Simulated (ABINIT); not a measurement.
# AlCo (Pm-3m) in ABINIT: further runs

Aim: see how the results for AlCo move with the level of theory and the settings. Levels: BLYP, AM05, revPBE, PW91. Tasks: band structure.

Everything below comes from runs of ABINIT 10.8.3 (patched build). Logs are shortened: lines on timing, memory, paths and dates and some standing lists are left out, and cuts for length are marked. The log counts tension as positive stress, the text compression.

## 1. The crystal as given

Symmetry: Pm-3m, No. 221, cubic system. Conventional cell: a = 2.819 Å, b = 2.819 Å, c = 2.819 Å, α = 90.00°, β = 90.00°, γ = 90.00°. Around Co (site symmetry m-3m) lie 8 Al at 2.44 Å. Around Al (site symmetry m-3m) lie 8 Co at 2.44 Å.

The cell is a database's computed one.

## 2. Band structure, BLYP, collinear spin, ferromagnetic start

run.abi reads:

```
# Datasets: ground state, then fixed potential
ndtset 2

# Pseudopotentials
pp_dirpath "./"
pseudos "Co.GGA_PBE-JTH.xml, Al.GGA_PBE-JTH.xml"

# Structure
acell 2.81940321 2.81940321 2.81940321 Angstrom
rprim
     1.0000000000     0.0000000000     0.0000000000
     0.0000000000     1.0000000000     0.0000000000
     0.0000000000     0.0000000000     1.0000000000
ntypat 2
znucl 27 13
natom 2
typat 1 2
xred
     0.5000000000     0.5000000000     0.5000000000
     0.0000000000     0.0000000000     0.0000000000

# Plane-wave basis
ecut 843.552974 eV
pawecutdg 53.0
pawxcdev 0

# Exchange and correlation
ixc -106131

# Bands and occupations
occopt 3
tsmear 0.05 eV

# Spin
nsppol 2
spinat
     0.0000000000     0.0000000000     2.0000000000
     0.0000000000     0.0000000000     0.0000000000

# SCF cycle
nstep 100

# Output
iomode 3
prtwf 0
prteig 0
prtebands 0
enunit 1
prtden1 1

# Dataset 1
kptopt1 1
ngkpt1 9 9 9
nshiftk1 1
shiftk1 0.0 0.0 0.0
nband1 15
tolvrs1 1.0e-9

# Dataset 2: bands along G-X-M-G-R-X
iscf2 -2
getden2 1
nband2 21
nbdbuf2 4
tolwfr2 1.0e-11
kptopt2 -5
ndivsm2 6
prteig2 1
prtvol2 -3
kptbounds2
     0.0000000000     0.0000000000     0.0000000000
     0.0000000000     0.5000000000     0.0000000000
     0.5000000000     0.5000000000     0.0000000000
     0.0000000000     0.0000000000     0.0000000000
     0.5000000000     0.5000000000     0.5000000000
     0.0000000000     0.5000000000     0.0000000000
```

Potentials or basis: JTH PAW PBE v2.0.

The run is started by

```
> abinit run.abi > log 2>&1
```

run.abo:

```text
.Version 10.8.3 of ABINIT
 DATASET    1 : space group Pm -3 m (#221); Bravais cP (primitive cubic)
================================================================================
 Values of the parameters that define the memory need for DATASET  1.
     intxc =       0    ionmov =       0      iscf =      17    lmnmax =      18
     lnmax =       6     mgfft =      30  mpssoang =       3    mqgrid =    3001
     natom =       2  nloc_mem =       2    nspden =       2   nspinor =       1
    nsppol =       2      nsym =      48    n1xccc =       1    ntypat =       2
    occopt =       3   xclevel =       2
       mpw =        1267          nfft =       27000          nkpt =          35
 PAW method is used; the additional fine FFT grid is defined by:
   mgfftf=        36    nfftf =     46656
================================================================================
================================================================================

 DATASET    2 : space group Pm -3 m (#221); Bravais cP (primitive cubic)
================================================================================
 Values of the parameters that define the memory need for DATASET  2.
     intxc =       0    ionmov =       0      iscf =      -2    lmnmax =      18
     lnmax =       6     mgfft =      30  mpssoang =       3    mqgrid =    3001
     natom =       2  nloc_mem =       2    nspden =       2   nspinor =       1
    nsppol =       2      nsym =      48    n1xccc =       1    ntypat =       2
    occopt =       3   xclevel =       2
       mpw =        1269          nfft =       27000          nkpt =          39
 PAW method is used; the additional fine FFT grid is defined by:
   mgfftf=        36    nfftf =     46656
================================================================================
================================================================================

--------------------------------------------------------------------------------
------------- Echo of variables that govern the present computation ------------
--------------------------------------------------------------------------------
 -outvars: echo values of preprocessed input variables --------
            acell      5.3278999054E+00  5.3278999054E+00  5.3278999054E+00 Bohr
              amu      5.89332000E+01  2.69815390E+01
             ecut      3.10000000E+01 Hartree
           enunit           1
           getden1          0
           getden2          1
             iscf1         17
             iscf2         -2
              ixc     -106131
           jdtset        1    2
           kptopt1          1
           kptopt2         -5
         kptrlatt        9    0    0      0    9    0      0    0    9
          kptrlen1     4.79510991E+01
          kptrlen2     3.00000000E+01
            natom           2
            nband1         15
            nband2         21
           nbdbuf1          0
           nbdbuf2          4
           ndtset           2
           ndivsm1          0
           ndivsm2          6
            ngfft          30      30      30
          ngfftdg          36      36      36
             nkpt1         35
             nkpt2         39
           nspden           2
           nsppol           2
            nstep         100
             nsym          48
           ntypat           2
           occopt           3
        pawecutdg      5.30000000E+01 Hartree
         pawxcdev           0
        prtebands           0
           prteig1          0
           prteig2          1
           prtvol1          0
           prtvol2         -3
            prtwf           0
           shiftk1     0.00000000E+00  0.00000000E+00  0.00000000E+00
           shiftk2     5.00000000E-01  5.00000000E-01  5.00000000E-01
[... 916 lines left out ...]
lattice_angles: [ 90.000,  90.000,  90.000, ] # degrees, (23, 13, 12)
lattice_volume:   1.5124052E+02
convergence: {deltae:  0.000E+00, res2:  0.000E+00, residm:  9.999E-12, diffor:  0.000E+00, }
etotal    :  -1.48492888E+02
entropy   :   0.00000000E+00
fermie    :   5.15276178E-01
cartesian_stress_tensor: null
pressure_GPa: null
xred      :
- [  5.0000E-01,   5.0000E-01,   5.0000E-01, Co]
- [  0.0000E+00,   0.0000E+00,   0.0000E+00, Al]
cartesian_forces: null
force_length_stats: {min: null, max: null, mean: null, }
...

 Integrated electronic and magnetization densities in atomic spheres:
 ------------------------------------------------------------------------------------------------------------
 Radius=ratsph(iatom), smearing ratsm=  0.0000. Diff(up-dn)=approximate z local magnetic moment.
    Atom    Radius    up_density   dn_density  Total(up+dn)  Diff(up-dn)
    1 Co   2.10903     7.880032     7.880033     15.760064    -0.000001
    2 Al   1.90363     0.433641     0.433641      0.867282     0.000000
 ------------------------------------------------------------------------------------------------------------
  Sum:                 8.313673     8.313673     16.627346    -0.000000
 Total magnetization (from the atomic spheres):               -0.000000
 Total magnetization (exact up - dn):                         -0.000000

================================================================================

 ----iterations are completed or convergence reached----

 Mean square residual over all n,k,spin=   52.376E-13; max=  99.992E-13
 reduced coordinates (array xred) for    2 atoms
       0.500000000000      0.500000000000      0.500000000000
       0.000000000000      0.000000000000      0.000000000000

 cartesian coordinates (angstrom) at end:
    1      1.40970160500000     1.40970160500000     1.40970160500000
    2      0.00000000000000     0.00000000000000     0.00000000000000
 length scales=  5.327899905405  5.327899905405  5.327899905405 bohr
              =  2.819403210000  2.819403210000  2.819403210000 angstroms
 Eigenvalues (   eV  ) for nkpt=  39  k points, SPIN UP:
 kpt#   1, nband= 21, wtk=  1.00000, kpt=  0.0000  0.0000  0.0000 (reduced coord)
 -80.60287  -43.99505  -43.99505  -43.99505    2.73725   10.93709   10.93709   13.07936
  13.07936   13.07936   20.10331   20.10331   20.10331   23.09702   23.09702   29.44369
  36.04081   36.04081   36.04086   38.14895   38.14895
 kpt#   2, nband= 21, wtk=  1.00000, kpt=  0.0000  0.0833  0.0000 (reduced coord)
 -80.60263  -43.99835  -43.99481  -43.99481    2.87235   10.92560   10.97433   13.00575
  13.00575   13.08710   18.94472   20.29226   20.29226   23.07492   24.14971   29.88217
  34.66500   34.66500   36.03461   36.60856   38.97409
 kpt#   3, nband= 21, wtk=  1.00000, kpt=  0.0000  0.1667  0.0000 (reduced coord)
 -80.60198  -44.00730  -43.99410  -43.99410    3.27429   10.83800   11.07821   12.81640
  12.81640   13.10833   17.13368   20.82940   20.82940   23.01040   25.60374   31.26745
  32.60383   32.60383   34.64846   36.01721   36.91823
 kpt#   4, nband= 21, wtk=  1.00000, kpt=  0.0000  0.2500  0.0000 (reduced coord)
 -80.60108  -44.01950  -43.99314  -43.99314    3.93277   10.50368   11.22533   12.58036
  12.58036   13.13753   15.60935   21.64968   21.64968   22.91125   26.72265   30.59544
  30.59544   33.03611   33.43683   35.09243   35.99230
 kpt#   5, nband= 21, wtk=  1.00000, kpt=  0.0000  0.3333  0.0000 (reduced coord)
[... 124 lines left out ...]
 -80.59713  -44.04056  -44.00465  -44.00433    7.86525    8.53819   11.38995   11.90671
  12.60842   12.79319   14.23044   20.69951   21.69902   22.23300   22.39049   29.88254
  30.98324   34.44118   34.45757   35.32595   37.07106
 kpt#  37, nband= 21, wtk=  1.00000, kpt=  0.1250  0.5000  0.1250 (reduced coord)
 -80.59826  -44.04224  -43.99760  -43.99742    7.48060    7.84279   11.69887   11.78887
  12.43718   12.91480   14.20956   21.36904   23.10515   23.31002   23.69929   28.63461
  31.37770   33.21231   33.57653   33.57985   38.86978
 kpt#  38, nband= 21, wtk=  1.00000, kpt=  0.0625  0.5000  0.0625 (reduced coord)
 -80.59902  -44.04337  -43.99285  -43.99278    7.23683    7.39797   11.57932   12.06658
  12.23275   13.12507   14.20892   22.17464   24.31629   24.32435   25.13072   26.77137
  30.12707   31.58944   31.60476   35.19560   39.86087
 kpt#  39, nband= 21, wtk=  1.00000, kpt=  0.0000  0.5000  0.0000 (reduced coord)
 -80.59928  -44.04377  -43.99115  -43.99115    7.15353    7.24611   11.54047   12.16618
  12.16618   13.19653   14.21193   22.66604   24.85878   24.85878   25.91864   25.91864
  29.27952   30.72391   30.91221   35.93822   40.36800
 Eigenvalues (   eV  ) for nkpt=  39  k points, SPIN DOWN:
 kpt#   1, nband= 21, wtk=  1.00000, kpt=  0.0000  0.0000  0.0000 (reduced coord)
 -80.60287  -43.99505  -43.99505  -43.99505    2.73725   10.93709   10.93709   13.07936
  13.07936   13.07936   20.10331   20.10331   20.10331   23.09702   23.09702   29.44369
  36.04081   36.04081   36.04086   38.14895   38.14895
 kpt#   2, nband= 21, wtk=  1.00000, kpt=  0.0000  0.0833  0.0000 (reduced coord)
 -80.60263  -43.99835  -43.99481  -43.99481    2.87235   10.92559   10.97433   13.00575
  13.00575   13.08710   18.94472   20.29226   20.29226   23.07492   24.14971   29.88217
  34.66500   34.66500   36.03461   36.60856   38.97409
 kpt#   3, nband= 21, wtk=  1.00000, kpt=  0.0000  0.1667  0.0000 (reduced coord)
 -80.60198  -44.00730  -43.99410  -43.99410    3.27429   10.83799   11.07821   12.81640
  12.81640   13.10833   17.13368   20.82940   20.82940   23.01041   25.60374   31.26745
  32.60383   32.60383   34.64846   36.01721   36.91823
 kpt#   4, nband= 21, wtk=  1.00000, kpt=  0.0000  0.2500  0.0000 (reduced coord)
 -80.60108  -44.01950  -43.99314  -43.99314    3.93277   10.50368   11.22533   12.58036
  12.58036   13.13753   15.60935   21.64968   21.64968   22.91126   26.72266   30.59544
  30.59544   33.03611   33.43683   35.09243   35.99230
 kpt#   5, nband= 21, wtk=  1.00000, kpt=  0.0000  0.3333  0.0000 (reduced coord)
[... 125 lines left out ...]
  12.60842   12.79319   14.23044   20.69951   21.69902   22.23300   22.39049   29.88254
  30.98324   34.44118   34.45757   35.32595   37.07106
 kpt#  37, nband= 21, wtk=  1.00000, kpt=  0.1250  0.5000  0.1250 (reduced coord)
 -80.59827  -44.04224  -43.99760  -43.99742    7.48060    7.84278   11.69887   11.78887
  12.43718   12.91480   14.20956   21.36904   23.10515   23.31002   23.69929   28.63462
  31.37770   33.21231   33.57654   33.57985   38.86978
 kpt#  38, nband= 21, wtk=  1.00000, kpt=  0.0625  0.5000  0.0625 (reduced coord)
 -80.59902  -44.04338  -43.99285  -43.99278    7.23683    7.39797   11.57932   12.06658
  12.23275   13.12507   14.20892   22.17464   24.31629   24.32435   25.13072   26.77137
  30.12707   31.58944   31.60476   35.19560   39.86087
 kpt#  39, nband= 21, wtk=  1.00000, kpt=  0.0000  0.5000  0.0000 (reduced coord)
 -80.59928  -44.04377  -43.99115  -43.99115    7.15353    7.24611   11.54047   12.16618
  12.16618   13.19653   14.21193   22.66604   24.85878   24.85878   25.91864   25.91864
  29.27952   30.72391   30.91221   35.93822   40.36800

== END DATASET(S) ==============================================================
================================================================================

 -outvars: echo values of variables after computation  --------
            acell      5.3278999054E+00  5.3278999054E+00  5.3278999054E+00 Bohr
           etotal1    -1.4849288800E+02
            fcart1    -0.0000000000E+00 -0.0000000000E+00 -0.0000000000E+00
                      -0.0000000000E+00 -0.0000000000E+00 -0.0000000000E+00
           strten1    -4.0979570284E-04 -4.0979570284E-04 -4.0979570284E-04
                       0.0000000000E+00  0.0000000000E+00  0.0000000000E+00
           xangst      1.4097016050E+00  1.4097016050E+00  1.4097016050E+00
                       0.0000000000E+00  0.0000000000E+00  0.0000000000E+00
             xred      5.0000000000E-01  5.0000000000E-01  5.0000000000E-01
                       0.0000000000E+00  0.0000000000E+00  0.0000000000E+00
 Calculation completed.
```

It took 1.9 min on 1 thread of Arm Neoverse V1, shared host; peak memory 0.14 GiB.

What came out:

* Free energy: -4040.6973 eV
* Pressure: 12.1 GPa
* Band gap on the k mesh: none (metal or under the smearing width)
* Net moment: 0.00 μB per cell
* Valence electrons inside the program's atomic spheres: Co 15.76; Al 0.87

Levels at the corners of the path, in eV from the Fermi level:
Spin up:
```csv
point,band 7,band 8,band 9,band 10,band 11,band 12,band 13,band 14
Γ,-3.08,-0.94,-0.94,-0.94,6.08,6.08,6.08,9.08
X,-2.48,-1.86,-1.86,-0.82,0.19,8.64,10.84,10.84
M,-2.68,-2.68,-1.64,-1.64,-0.24,2.50,3.60,12.93
Γ,-3.08,-0.94,-0.94,-0.94,6.08,6.08,6.08,9.08
R,-4.12,-0.21,-0.21,2.50,2.50,2.50,4.19,5.53
X,-2.48,-1.86,-1.86,-0.82,0.19,8.64,10.84,10.84
```
Spin down:
| point | band 7 | band 8 | band 9 | band 10 | band 11 | band 12 | band 13 | band 14 |
| --- | --- | --- | --- | --- | --- | --- | --- | --- |
| Γ | -3.08 | -0.94 | -0.94 | -0.94 | 6.08 | 6.08 | 6.08 | 9.08 |
| X | -2.48 | -1.86 | -1.86 | -0.82 | 0.19 | 8.64 | 10.84 | 10.84 |
| M | -2.68 | -2.68 | -1.64 | -1.64 | -0.24 | 2.50 | 3.60 | 12.93 |
| Γ | -3.08 | -0.94 | -0.94 | -0.94 | 6.08 | 6.08 | 6.08 | 9.08 |
| R | -4.12 | -0.21 | -0.21 | 2.50 | 2.50 | 2.50 | 4.19 | 5.53 |
| X | -2.48 | -1.86 | -1.86 | -0.82 | 0.19 | 8.64 | 10.84 | 10.84 |

Caveat: the starting moments collapsed, and a magnetic state may lie lower; the PAW data sets were made with another functional, which shifts forces and pressure a little.

## 3. Band structure, AM05, collinear spin, ferromagnetic start

run.abi, as its differences from that of step 2:

```diff
@@ -27,3 +27,3 @@
 # Exchange and correlation
-ixc -106131
+ixc -120135
```

Potentials or basis: JTH PAW PBE v2.0.

The run is started by

```
> abinit run.abi > log 2>&1
```

Run time: 1.9 min. Hardware: 1 thread of Arm Neoverse V1, shared host; peak memory 0.14 GiB.

It converged, with:

| Item | Value |
| --- | --- |
| Free energy | -4038.4021 eV |
| Pressure | 0.8 GPa |
| Band gap on the k mesh | none (metal or under the smearing width) |
| Net moment | 0.00 μB per cell |
| Valence electrons inside the program's atomic spheres | Co 15.72; Al 0.86 |

Levels at the corners of the path, in eV from the Fermi level:
Spin up:
```
point  band 8  band 9  band 10  band 11  band 12  band 13
    Γ   -0.81   -0.81    -0.81     6.14     6.14     6.14
    X   -1.74   -1.74    -0.70     0.20     8.43    10.80
    M   -2.75   -1.52    -1.52    -0.24     2.53     3.73
    Γ   -0.81   -0.81    -0.81     6.14     6.14     6.14
    R   -0.21   -0.21     2.38     2.38     2.38     4.49
    X   -1.74   -1.74    -0.70     0.20     8.43    10.80
```
Spin down:
```tsv
point	band 6	band 7	band 8	band 9	band 10	band 11	band 12	band 13	band 14	band 15
Γ	-3.13	-3.13	-0.81	-0.81	-0.81	6.14	6.14	6.14	8.88	8.88
X	-6.81	-2.50	-1.74	-1.74	-0.70	0.20	8.43	10.80	10.80	12.02
M	-3.21	-2.75	-2.75	-1.52	-1.52	-0.24	2.53	3.73	13.13	16.07
Γ	-3.13	-3.13	-0.81	-0.81	-0.81	6.14	6.14	6.14	8.88	8.88
R	-4.07	-4.07	-0.21	-0.21	2.38	2.38	2.38	4.49	5.55	5.55
X	-6.81	-2.50	-1.74	-1.74	-0.70	0.20	8.43	10.80	10.80	12.02
```

Caveat: the starting moments collapsed, and a magnetic state may lie lower; the PAW data sets were made with another functional, which shifts forces and pressure a little.

## 4. Band structure, revPBE, collinear spin, ferromagnetic start

run.abi, as its differences from that of step 3:

```diff
@@ -27,3 +27,3 @@
 # Exchange and correlation
-ixc -120135
+ixc 14
```

The run is started by

```
> abinit run.abi > log 2>&1
```

Wall time 1.7 min (1 thread of Arm Neoverse V1, shared host); peak memory 0.14 GiB.

Results (log left out):

```
Free energy                                           : -4039.7851 eV
Pressure                                              : 9.3 GPa
Band gap on the k mesh                                : none (metal or under the smearing width)
Net moment                                            : 0.00 μB per cell
Valence electrons inside the program's atomic spheres : Co 15.71; Al 0.85
```

Levels at the corners of the path, in eV from the Fermi level:
Spin up:
| point | band 8 | band 9 | band 10 | band 11 | band 12 | band 13 |
| --- | --- | --- | --- | --- | --- | --- |
| Γ | -0.89 | -0.89 | -0.89 | 6.11 | 6.11 | 6.11 |
| X | -1.80 | -1.80 | -0.77 | 0.20 | 8.33 | 10.72 |
| M | -2.79 | -1.59 | -1.59 | -0.24 | 2.50 | 3.67 |
| Γ | -0.89 | -0.89 | -0.89 | 6.11 | 6.11 | 6.11 |
| R | -0.20 | -0.20 | 2.31 | 2.31 | 2.31 | 4.48 |
| X | -1.80 | -1.80 | -0.77 | 0.20 | 8.33 | 10.72 |
Spin down:
| point | band 8 | band 9 | band 10 | band 11 | band 12 | band 13 |
| --- | --- | --- | --- | --- | --- | --- |
| Γ | -0.89 | -0.89 | -0.89 | 6.11 | 6.11 | 6.11 |
| X | -1.80 | -1.80 | -0.77 | 0.20 | 8.33 | 10.72 |
| M | -2.79 | -1.59 | -1.59 | -0.24 | 2.50 | 3.67 |
| Γ | -0.89 | -0.89 | -0.89 | 6.11 | 6.11 | 6.11 |
| R | -0.20 | -0.20 | 2.31 | 2.31 | 2.31 | 4.48 |
| X | -1.80 | -1.80 | -0.77 | 0.20 | 8.33 | 10.72 |

Caveat: the starting moments collapsed, and a magnetic state may lie lower; the PAW data sets were made with another functional, which shifts forces and pressure a little.

(Part 1 of 2 ends here.)
